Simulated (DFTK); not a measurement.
Hf under changes of volume

One of the cells (23.523 Å³/atom); the others are scaled copies at fixed shape and fractional positions:

```
Hf
1.0
    -1.80500    1.80500    1.80500
     1.80500   -1.80500    1.80500
     1.80500    1.80500   -1.80500
Hf
1
Direct
  0.00000 0.00000 0.00000
```

This isn't the form of Hf at room conditions, which is hcp.

| Property | Result |
| --- | --- |
| Program | DFTK 0.8.2 |
| Functional | PBEsol |
| Potentials or basis | dojo.nc.sr.pbesol.v0_4_1.standard.upf (PBEsol) |
| Cutoff | 952 eV |
| k mesh | 10 × 10 × 10 |
| Occupations | fermi-dirac, width 0.05 eV |
| Spin | no spin polarisation |

```tsv
volume (Å³/atom)	energy over the lowest point (meV/atom)	pressure (GPa)
22.112	0.00	-3.3
22.582	12.85	-5.3
23.052	31.30	-7.1
23.523	54.85	-8.7
23.993	83.01	-10.2
24.464	?	?
24.934	151.14	-12.7
```

Task: What does the run at 24.464 Å³/atom give?

Result: Energy over the lowest point 115.26 meV/atom; pressure -11.5 GPa.

Worked out: A Birch-Murnaghan fit of order 3 (a polynomial in V^(-2/3)) to the other rows has no minimum within the range. It gives 115.25 meV/atom at 24.464 Å³/atom, against the run's 115.26, and -dE/dV = -11.6 GPa, against -11.5.

Energies are extrapolated to zero smearing.

Caveats: the minimum lies outside the volumes run.
